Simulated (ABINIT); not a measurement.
# ZrS2: projected density of states with PBEsol+U

The system is ZrS2.

```
CELL_PARAMETERS angstrom
3.69138 0.00000 0.00000
-1.84569 3.19683 0.00000
0.00000 0.00000 6.04108
ATOMIC_POSITIONS crystal
Zr 0.00000 0.00000 0.00000
S 0.33333 0.66667 0.23791
S 0.66667 0.33333 0.76209
```

The cell is a database's computed one.

* Program: ABINIT 10.8.3 (patched build)
* Task: projected density of states
* Functional: PBEsol
* Potentials or basis: JTH PAW PBE v2.0
* Cutoff: 544 eV
* k mesh: 8 × 8 × 5
* Occupations: fermi-dirac, width 0.05 eV
* Spin: no spin polarisation
* Hubbard terms: Zr d U = 4 eV
* Double counting (usepawu): 1
* k mesh for the DOS: 11 × 11 × 7
* Fine-grid cutoff: 1088.46 eV

```yaml
Pressure: -0.3 GPa
Largest_force: 0.082 eV/Å
Band_gap_on_the_k_mesh: 1.29 eV, indirect (least direct gap 1.96 eV)
Valence_electrons_inside_the_program's_atomic_spheres: Zr 8.82; S 3.59
```

Forces on the atoms (eV/Å):
```
Zr   0.000  0.000  0.000
S    0.000  0.000  0.082
S    0.000  0.000 -0.082
```

Stress tensor (GPa, compression positive):
```
-0.53  0.00  0.00
 0.00 -0.53  0.00
 0.00  0.00  0.27
```

Levels at points of the mesh, in eV from the valence-band top:
| k point | band 9 | band 10 | band 11 | band 12 | band 13 | band 14 | band 15 | band 16 |
| --- | --- | --- | --- | --- | --- | --- | --- | --- |
| (0.00, 0.00, 0.00) | -2.69 | -0.11 | -0.11 | -0.06 | 1.98 | 1.98 | 2.78 | 5.24 |
| (0.50, 0.00, 0.00) | -2.36 | -2.28 | -1.71 | -1.23 | 1.41 | 3.82 | 4.00 | 6.05 |

States per cell in windows of 1 eV (zero at the valence-band top; states under -8 eV left out):
```tsv
from (eV)	total	Zr1 d	S2 p	S3 p	S2 d	S3 d	Zr1 p
-8.0	0.00	0.00	0.00	0.00	0.00	0.00	0.00
-7.0	0.00	0.00	0.00	0.00	0.00	0.00	0.00
-6.0	0.00	0.00	0.00	0.00	0.00	0.00	0.00
-5.0	0.47	0.03	0.07	0.07	0.00	0.00	0.00
-4.0	3.27	0.22	0.52	0.52	0.01	0.01	0.04
-3.0	3.70	0.42	0.66	0.66	0.01	0.01	0.04
-2.0	3.19	0.19	0.68	0.68	0.00	0.00	0.05
-1.0	1.54	0.04	0.38	0.38	0.00	0.00	0.02
0.0	0.00	0.00	0.00	0.00	0.00	0.00	0.00
1.0	0.89	0.33	0.04	0.04	0.01	0.01	0.00
2.0	1.83	0.80	0.08	0.08	0.02	0.02	0.00
3.0	3.60	1.98	0.13	0.13	0.03	0.03	0.00
4.0	0.86	0.35	0.04	0.04	0.02	0.02	0.00
5.0	2.44	1.03	0.15	0.15	0.05	0.05	0.01
6.0	1.44	0.44	0.06	0.06	0.03	0.03	0.02
7.0	2.26	0.15	0.10	0.10	0.09	0.09	0.04
```

Eigenvalues of the final occupation matrices:
| site | spin | trace | eigenvalues |
| --- | --- | --- | --- |
| atom 1 | 1 | 0.46 | 0.05 0.05 0.05 0.15 0.15 |

It took 5.1 min on 1 thread of Arm Neoverse V1 (shared host), peak memory 0.22 GiB.

The gap isn't set beside the measured one, since this odd mesh misses points on the zone boundary.

Caveat: the PAW data sets were made with another functional, which shifts forces and pressure a little; an odd mesh through Γ misses points on the zone boundary, where band edges often lie; this functional lacks dispersion, which binds the layers, so the pressure and a relaxed spacing across them are unreliable.
